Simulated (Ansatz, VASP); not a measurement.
## One calculation of Mg, two programs

The input INCAR:

```
PREC = Accurate
ENCUT = 520
EDIFF = 1E-7
ISMEAR = -1
SIGMA = 0.05
LREAL = F
LASPH = T
NELM = 100
ALGO = Normal
ISIF = 2
LWAVE = F
LCHARG = F
GGA = PE
NBANDS = 12
```

File KPOINTS:

```
regular mesh
0
Gamma
  10 10 3
```

The input POSCAR:

```
Mg
1.0
    3.1119747816      0.0000000000      0.0000000000
   -1.5559873908      2.6950492168      0.0000000000
    0.0000000000      0.0000000000     10.1082138827
Mg
4
Direct
    0.6666666667      0.3333333333      0.7500000000
    0.0000000000      0.0000000000      0.5000000000
    0.3333333333      0.6666666667      0.2500000000
    0.0000000000      0.0000000000      0.0000000000
```

The input input.yaml:

```yaml
crystal:
  lattice:
    - [3.1119747816, 0.0, 0.0]
    - [-1.5559873908, 2.6950492168, 0.0]
    - [0.0, 0.0, 10.1082138827]
  atoms:
    - { symbol: Mg, position: [0.6666666667, 0.3333333333, 0.75] }
    - { symbol: Mg, position: [0.0, 0.0, 0.5] }
    - { symbol: Mg, position: [0.3333333333, 0.6666666667, 0.25] }
    - { symbol: Mg, position: [0.0, 0.0, 0.0] }
hamiltonian:
  xc: pbe
  pseudopotentials: { kind: paw }
kpoints:
  mp_grid: { grid: [10, 10, 3] }
scf:
  occupations: { method: fermi_dirac, width: 0.05 }
output:
  forces: true
  stress: true
  eigenvalues: true
```

Alike in both runs: task single point; functional PBE; k mesh 10 × 10 × 3; occupations fermi-dirac, width 0.05 eV; no spin polarisation.

|  | VASP | Ansatz |
| --- | --- | --- |
| version | VASP 6.6.1 | Ansatz 0.2.0 |
| potentials or method | VASP PAW PBE potentials, release 64 (Mg) | Ansatz PAW |
| plane-wave cutoff (eV) | 520 | 420 |
| valence electrons in the cell | 8 | 40 |

|  | VASP | Ansatz | Ansatz less VASP |
| --- | --- | --- | --- |
| gap on the k mesh at the Fermi level (eV) | none | none | - |
| pressure (GPa) | 3.5 | 3.6 | +0.12 |
| largest component of the traceless stress (GPa) | 0.43 | 0.43 | +0.006 |

A gap of «none» marks a metal or a gap that the smearing closes. The functional is the same, so the differences come from potentials, cutoffs and numerics. The two sets of potentials don't hold the same shells in valence.
